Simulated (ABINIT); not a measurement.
# Ti (P6/mmm) in ABINIT: notebook

Aim: see how the results for Ti move with the level of theory and the settings. Levels: LDA, PBEsol, BLYP, AM05. Tasks: band structure.

Everything below comes from runs of ABINIT 10.8.3 (patched build). Logs are shortened: lines on timing, memory, paths and dates and some standing lists are left out, and cuts for length are marked. The log counts tension as positive stress, the text compression.

### 1 Starting point

Symmetry: P6/mmm, No. 191, hexagonal system. Conventional cell: a = 4.567 Å, b = 4.567 Å, c = 2.826 Å, α = 90.00°, β = 90.00°, γ = 120.00°. Around Ti (site symmetry -6m2) lie 11 Ti at 2.64 to 2.99 Å. Around Ti (site symmetry 6/mmm) lie 14 Ti at 2.83 to 2.99 Å.

This isn't the form of Ti at room conditions, which is hcp.

### 2 Band structure, LDA

Input file run.abi:

```
# Datasets: ground state, then fixed potential
ndtset 2

# Pseudopotentials
pp_dirpath "./"
pseudos "Ti.GGA_PBE-JTH.xml"

# Structure
acell 3*1.0
rprim
     8.6310875383     0.0000000000     0.0000000000
    -4.3155437692     7.4747410705     0.0000000000
     0.0000000000     0.0000000000     5.3408276316
ntypat 1
znucl 22
natom 3
typat 1 1 1
xred
     0.6666666667     0.3333333333     0.5000000000
     0.3333333333     0.6666666667     0.5000000000
     0.0000000000     0.0000000000     0.0000000000

# Plane-wave basis
ecut 18.0
pawecutdg 36.0

# Exchange and correlation
ixc 7

# Bands and occupations
occopt 3
tsmear 0.00183747

# SCF cycle
nstep 100

# Output
iomode 3
prtwf 0
prteig 0
prtebands 0
enunit 1
prtden1 1
prtvha1 1
prtvclmb1 1
prtpot1 1

# Dataset 1
kptopt1 1
ngkpt1 7 7 9
nshiftk1 1
shiftk1 0.0 0.0 0.0
nband1 22
tolvrs1 1.0e-9

# Dataset 2: bands along G-M-K-G-A-L-H-A
iscf2 -2
getden2 1
nband2 28
nbdbuf2 4
tolwfr2 1.0e-11
kptopt2 -7
ndivsm2 6
prteig2 1
kptbounds2
     0.0000000000     0.0000000000     0.0000000000
     0.5000000000     0.0000000000     0.0000000000
     0.3333333333     0.3333333333     0.0000000000
     0.0000000000     0.0000000000     0.0000000000
     0.0000000000     0.0000000000     0.5000000000
     0.5000000000     0.0000000000     0.5000000000
     0.3333333333     0.3333333333     0.5000000000
     0.0000000000     0.0000000000     0.5000000000
```

Potentials or basis: JTH PAW PBE v2.0.

Started as:

```sh
abinit run.abi > log 2>&1
```

run.abo:

```text
.Version 10.8.3 of ABINIT
 DATASET    1 : space group P6/m m m (#191); Bravais hP (primitive hexag.)
================================================================================
 Values of the parameters that define the memory need for DATASET  1.
     intxc =       0    ionmov =       0      iscf =      17    lmnmax =      18
     lnmax =       6     mgfft =      36  mpssoang =       3    mqgrid =    3001
     natom =       3  nloc_mem =       2    nspden =       1   nspinor =       1
    nsppol =       1      nsym =      24    n1xccc =       1    ntypat =       1
    occopt =       3   xclevel =       1
       mpw =        1271          nfft =       31104          nkpt =          40
 PAW method is used; the additional fine FFT grid is defined by:
   mgfftf=        48    nfftf =     69120
================================================================================
================================================================================

 DATASET    2 : space group P6/m m m (#191); Bravais hP (primitive hexag.)
================================================================================
 Values of the parameters that define the memory need for DATASET  2.
     intxc =       0    ionmov =       0      iscf =      -2    lmnmax =      18
     lnmax =       6     mgfft =      36  mpssoang =       3    mqgrid =    3001
     natom =       3  nloc_mem =       2    nspden =       1   nspinor =       1
    nsppol =       1      nsym =      24    n1xccc =       1    ntypat =       1
    occopt =       3   xclevel =       1
       mpw =        1290          nfft =       31104          nkpt =          72
 PAW method is used; the additional fine FFT grid is defined by:
   mgfftf=        48    nfftf =     69120
================================================================================
================================================================================

--------------------------------------------------------------------------------
------------- Echo of variables that govern the present computation ------------
--------------------------------------------------------------------------------
 -outvars: echo values of preprocessed input variables --------
            acell      1.0000000000E+00  1.0000000000E+00  1.0000000000E+00 Bohr
              amu      4.78800000E+01
             ecut      1.80000000E+01 Hartree
           enunit           1
           getden1          0
           getden2          1
             iscf1         17
             iscf2         -2
                       outvar_i_n : Printing only first  50 k-points.
[... 1056 lines left out ...]
    3        2.30803         10.13090495

================================================================================

 ----iterations are completed or convergence reached----

 Mean square residual over all n,k,spin=   50.310E-13; max=  99.995E-13
 reduced coordinates (array xred) for    3 atoms
       0.666666666667      0.333333333333      0.500000000000
       0.333333333333      0.666666666667      0.500000000000
       0.000000000000      0.000000000000      0.000000000000

 cartesian coordinates (angstrom) at end:
    1      2.28368741373052     1.31848754307529     1.41312213404320
    2     -0.00000000001764     2.63697508615057     1.41312213404320
    3     -0.00000000000000     0.00000000000000     0.00000000000000
 length scales=  1.000000000000  1.000000000000  1.000000000000 bohr
              =  0.529177210544  0.529177210544  0.529177210544 angstroms
 Eigenvalues (   eV  ) for nkpt=  72  k points:
 kpt#   1, nband= 28, wtk=  1.00000, kpt=  0.0000  0.0000  0.0000 (reduced coord)
 -48.78593  -48.52473  -48.35012  -25.42115  -25.42115  -25.31719  -25.31719  -25.01480
 -24.81113  -24.72707  -24.69544  -24.69544    1.43941    5.50280    6.78557    6.78557
   6.90090    6.90090    7.43101    8.12461    8.74063    8.74063    9.27413    9.27413
   9.36282    9.36282   11.22509   11.22509
 kpt#   2, nband= 28, wtk=  1.00000, kpt=  0.0500  0.0000  0.0000 (reduced coord)
 -48.78553  -48.52411  -48.35119  -25.43167  -25.43019  -25.30651  -25.30301  -25.01392
 -24.81133  -24.72777  -24.70082  -24.69548    1.46907    5.50623    6.65355    6.73014
   6.91304    6.98728    7.47848    8.13187    8.72025    8.76374    9.16971    9.17809
   9.47351    9.48113   11.19215   11.22071
 kpt#   3, nband= 28, wtk=  1.00000, kpt=  0.1000  0.0000  0.0000 (reduced coord)
 -48.78435  -48.52225  -48.35434  -25.45512  -25.44720  -25.28258  -25.27104  -25.01137
 -24.81188  -24.72985  -24.71644  -24.69561    1.55747    5.51111    6.42808    6.66925
   6.83652    7.14019    7.57900    8.14707    8.66048    8.83070    9.03929    9.07443
   9.62263    9.65049   11.09672   11.20751
 kpt#   4, nband= 28, wtk=  1.00000, kpt=  0.1500  0.0000  0.0000 (reduced coord)
 -48.78254  -48.51910  -48.35948  -25.48222  -25.46130  -25.25472  -25.23366  -25.00733
[... 329 lines left out ...]
 -48.71128  -48.47671  -48.29738  -25.43611  -25.38359  -25.31357  -25.27341  -25.25639
 -25.24352  -25.16749  -24.71348  -24.70339    5.21136    5.38682    5.41268    5.79280
   5.88787    6.05072    8.46452    8.57618    8.68361    8.68439   10.40663   10.43760
  10.79362   10.96217   11.75075   11.84628
 kpt#  71, nband= 28, wtk=  1.00000, kpt=  0.0278  0.0278  0.5000 (reduced coord)
 -48.71129  -48.47948  -48.29454  -25.43246  -25.36149  -25.31330  -25.29829  -25.25350
 -25.25010  -25.16488  -24.70976  -24.70727    5.27411    5.37386    5.37846    5.81278
   5.86002    5.90915    8.50743    8.53773    8.70003    8.70185   10.40910   10.41553
  10.93923   10.98446   11.76851   11.89201
 kpt#  72, nband= 28, wtk=  1.00000, kpt=  0.0000  0.0000  0.5000 (reduced coord)
 -48.71129  -48.48041  -48.29358  -25.43137  -25.34746  -25.31326  -25.31326  -25.25230
 -25.25230  -25.16395  -24.70860  -24.70860    5.30540    5.36693    5.36693    5.82298
   5.85076    5.85076    8.52274    8.52274    8.70656    8.70656   10.40899   10.40899
  10.99269   10.99269   11.77532   11.90790

== END DATASET(S) ==============================================================
================================================================================

 -outvars: echo values of variables after computation  --------
            acell      1.0000000000E+00  1.0000000000E+00  1.0000000000E+00 Bohr
           etotal1    -1.7611854601E+02
            fcart1     1.2478822448E-28  1.7411241124E-28 -0.0000000000E+00
                      -1.0918969642E-28 -1.4109109187E-28 -0.0000000000E+00
                      -1.5598528060E-29 -3.3021319374E-29 -0.0000000000E+00
            rprim      8.6310875383E+00  0.0000000000E+00  0.0000000000E+00
                      -4.3155437692E+00  7.4747410705E+00  0.0000000000E+00
                       0.0000000000E+00  0.0000000000E+00  5.3408276316E+00
           strten1     2.6835324655E-04  2.6835324627E-04  2.5202702917E-04
                       0.0000000000E+00  0.0000000000E+00  1.5693290864E-13
           xangst      2.2836874137E+00  1.3184875431E+00  1.4131221340E+00
                      -1.7639285067E-11  2.6369750862E+00  1.4131221340E+00
                      -8.4513411594E-17  1.4638152280E-16  0.0000000000E+00
             xred      6.6666666667E-01  3.3333333333E-01  5.0000000000E-01
                       3.3333333333E-01  6.6666666667E-01  5.0000000000E-01
                       0.0000000000E+00  3.7007434154E-17  0.0000000000E+00
 Calculation completed.
```

Wall time 2.2 min (1 thread of Arm Neoverse V1, shared host); peak memory 0.12 GiB.

Results:

```yaml
Free_energy: -4792.4298 eV
Pressure: -7.7 GPa
Band_gap_on_the_k_mesh: none (metal or under the smearing width)
Valence_electrons_inside_the_program's_atomic_spheres: Ti 10.25, 10.13 (radii [1.2214] Å)
```

Levels at the corners of the path, in eV from the Fermi level:
```
point  band 16  band 17  band 18  band 19  band 20  band 21
    Γ    -0.69    -0.57    -0.57    -0.04     0.65     1.27
    M    -0.42    -0.42    -0.37     0.04     0.52     1.01
    K    -0.31    -0.31    -0.08     0.09     0.42     0.42
    Γ    -0.69    -0.57    -0.57    -0.04     0.65     1.27
    A    -1.65    -1.62    -1.62     1.05     1.05     1.24
    L    -1.17    -0.63    -0.62     0.33     0.80     1.00
    H    -1.07    -1.07    -0.94     0.64     0.64     0.77
    A    -1.65    -1.62    -1.62     1.05     1.05     1.24
```

Caveat: the PAW data sets were made with another functional, which shifts forces and pressure a little.

### 3 Band structure, PBEsol

run.abi, as its differences from that of step 2:

```diff
@@ -25,5 +25,6 @@
 pawecutdg 36.0
+pawxcdev 0
 
 # Exchange and correlation
-ixc 7
+ixc -116133
```

Potentials or basis: JTH PAW PBE v2.0.

Started as:

```sh
abinit run.abi > log 2>&1
```

run.abo:

```text
.Version 10.8.3 of ABINIT
 DATASET    1 : space group P6/m m m (#191); Bravais hP (primitive hexag.)
================================================================================
 Values of the parameters that define the memory need for DATASET  1.
     intxc =       0    ionmov =       0      iscf =      17    lmnmax =      18
     lnmax =       6     mgfft =      36  mpssoang =       3    mqgrid =    3001
     natom =       3  nloc_mem =       2    nspden =       1   nspinor =       1
    nsppol =       1      nsym =      24    n1xccc =       1    ntypat =       1
    occopt =       3   xclevel =       2
       mpw =        1271          nfft =       31104          nkpt =          40
 PAW method is used; the additional fine FFT grid is defined by:
   mgfftf=        48    nfftf =     69120
================================================================================
================================================================================

 DATASET    2 : space group P6/m m m (#191); Bravais hP (primitive hexag.)
[... 1453 lines left out ...]
  11.22112   11.22112   11.99382   12.12857

== END DATASET(S) ==============================================================
================================================================================

 -outvars: echo values of variables after computation  --------
            acell      1.0000000000E+00  1.0000000000E+00  1.0000000000E+00 Bohr
           etotal1    -1.7577958956E+02
            fcart1     4.4195829504E-29 -6.4541669684E-29 -0.0000000000E+00
                      -3.3796810797E-29 -1.5009690627E-30 -0.0000000000E+00
                      -1.0399018707E-29  6.6042638747E-29 -0.0000000000E+00
            rprim      8.6310875383E+00  0.0000000000E+00  0.0000000000E+00
                      -4.3155437692E+00  7.4747410705E+00  0.0000000000E+00
                       0.0000000000E+00  0.0000000000E+00  5.3408276316E+00
           strten1     1.1914153194E-04  1.1914153166E-04  1.1576620611E-04
                       0.0000000000E+00  0.0000000000E+00  1.5593955915E-13
           xangst      2.2836874137E+00  1.3184875431E+00  1.4131221340E+00
                      -1.7639285067E-11  2.6369750862E+00  1.4131221340E+00
                      -8.4513411594E-17  1.4638152280E-16  0.0000000000E+00
             xred      6.6666666667E-01  3.3333333333E-01  5.0000000000E-01
                       3.3333333333E-01  6.6666666667E-01  5.0000000000E-01
                       0.0000000000E+00  3.7007434154E-17  0.0000000000E+00
 Calculation completed.
```

Wall time 2.4 min (1 thread of Arm Neoverse V1, shared host); peak memory 0.16 GiB.

What came out:

| Item | Value |
| --- | --- |
| Free energy | -4783.2063 eV |
| Pressure | -3.5 GPa |
| Band gap on the k mesh | none (metal or under the smearing width) |
| Valence electrons inside the program's atomic spheres | Ti 10.23, 10.11 (radii [1.2214] Å) |

Levels at the corners of the path, in eV from the Fermi level:
```tsv
point	band 16	band 17	band 18	band 19	band 20	band 21
Γ	-0.70	-0.60	-0.60	-0.03	0.69	1.31
M	-0.41	-0.40	-0.35	0.06	0.54	1.05
K	-0.29	-0.29	-0.09	0.10	0.40	0.40
Γ	-0.70	-0.60	-0.60	-0.03	0.69	1.31
A	-1.72	-1.63	-1.63	1.07	1.07	1.26
L	-1.17	-0.67	-0.63	0.36	0.82	0.95
H	-1.11	-1.11	-0.95	0.66	0.66	0.79
A	-1.72	-1.63	-1.63	1.07	1.07	1.26
```

Caveat: the PAW data sets were made with another functional, which shifts forces and pressure a little.

### 4 Band structure, BLYP

run.abi, as its differences from that of step 3:

```diff
@@ -28,3 +28,3 @@
 # Exchange and correlation
-ixc -116133
+ixc -106131
```

Started as:

```sh
abinit run.abi > log 2>&1
```

Wall time 2.3 min (1 thread of Arm Neoverse V1, shared host); peak memory 0.16 GiB.

Results (log left out):

```
Free energy                                           : -4785.3533 eV
Pressure                                              : 3.5 GPa
Band gap on the k mesh                                : none (metal or under the smearing width)
Valence electrons inside the program's atomic spheres : Ti 10.27, 10.15 (radii [1.2214] Å)
```

Stress tensor (GPa, compression positive):
```
3.44 0.00 0.00
0.00 3.44 0.00
0.00 0.00 3.69
```

Levels at the corners of the path, in eV from the Fermi level:
```csv
point,band 14,band 15,band 16,band 17,band 18,band 19,band 20,band 21,band 22,band 23
Γ,-1.96,-0.66,-0.66,-0.57,-0.57,-0.05,0.63,1.23,1.23,1.74
M,-3.41,-2.59,-0.44,-0.43,-0.39,0.03,0.51,0.98,1.33,1.85
K,-3.02,-3.02,-0.34,-0.34,-0.07,0.11,0.42,0.42,1.48,1.48
Γ,-1.96,-0.66,-0.66,-0.57,-0.57,-0.05,0.63,1.23,1.23,1.74
A,-2.08,-2.08,-1.65,-1.65,-1.57,1.06,1.06,1.22,1.22,2.87
L,-2.09,-1.67,-1.20,-0.64,-0.59,0.32,0.79,1.03,1.03,2.16
H,-1.42,-1.42,-1.04,-1.04,-0.95,0.61,0.61,0.76,0.76,2.09
A,-2.08,-2.08,-1.65,-1.65,-1.57,1.06,1.06,1.22,1.22,2.87
```

Caveat: the PAW data sets were made with another functional, which shifts forces and pressure a little.

### 5 Band structure, AM05

run.abi, as its differences from that of step 4:

```diff
@@ -28,3 +28,3 @@
 # Exchange and correlation
-ixc -106131
+ixc -120135
```

Started as:

```sh
abinit run.abi > log 2>&1
```

Wall time 2.2 min (1 thread of Arm Neoverse V1, shared host); peak memory 0.16 GiB.

It converged, with:

```
Free energy                                           : -4780.0324 eV
Pressure                                              : -3.2 GPa
Band gap on the k mesh                                : none (metal or under the smearing width)
Valence electrons inside the program's atomic spheres : Ti 10.22, 10.10 (radii [1.2214] Å)
```

Levels at the corners of the path, in eV from the Fermi level:
| point | band 14 | band 15 | band 16 | band 17 | band 18 | band 19 | band 20 | band 21 | band 22 | band 23 |
| --- | --- | --- | --- | --- | --- | --- | --- | --- | --- | --- |
| Γ | -1.96 | -0.71 | -0.71 | -0.61 | -0.61 | -0.01 | 0.69 | 1.31 | 1.31 | 1.84 |
| M | -3.56 | -2.64 | -0.41 | -0.39 | -0.34 | 0.06 | 0.54 | 1.05 | 1.13 | 1.95 |
| K | -3.14 | -3.14 | -0.29 | -0.29 | -0.09 | 0.10 | 0.40 | 0.40 | 1.56 | 1.56 |
| Γ | -1.96 | -0.71 | -0.71 | -0.61 | -0.61 | -0.01 | 0.69 | 1.31 | 1.31 | 1.84 |
| A | -2.11 | -2.11 | -1.73 | -1.62 | -1.62 | 1.06 | 1.06 | 1.26 | 1.26 | 2.98 |
| L | -2.10 | -1.71 | -1.16 | -0.69 | -0.63 | 0.36 | 0.82 | 0.96 | 1.06 | 2.26 |
| H | -1.42 | -1.42 | -1.12 | -1.12 | -0.95 | 0.67 | 0.67 | 0.79 | 0.79 | 2.14 |
| A | -2.11 | -2.11 | -1.73 | -1.62 | -1.62 | 1.06 | 1.06 | 1.26 | 1.26 | 2.98 |

Caveat: the PAW data sets were made with another functional, which shifts forces and pressure a little.

### 6 Summary

| level | gap on the mesh (eV) | pressure (GPa) |
| --- | --- | --- |
| LDA | none | -7.7 |
| PBEsol | none | -3.5 |
| BLYP | none | 3.5 |
| AM05 | none | -3.2 |

Alike in all rows: task band structure; potentials or basis JTH PAW PBE v2.0; no spin polarisation; cell as given; k mesh 7 × 7 × 9; cutoff (eV) 490; smearing fermi-dirac 0.05 eV.

Every run on the cell as given and a fine mesh finds a metal. The pressure there spans -7.7 GPa (LDA) to 3.5 GPa (BLYP); a positive pressure means that this level wants a larger cell, a negative one a smaller.

Caveats: the PAW data sets were made with another functional, which shifts forces and pressure a little.

Absolute energies hang on the potentials; compare differences alone.
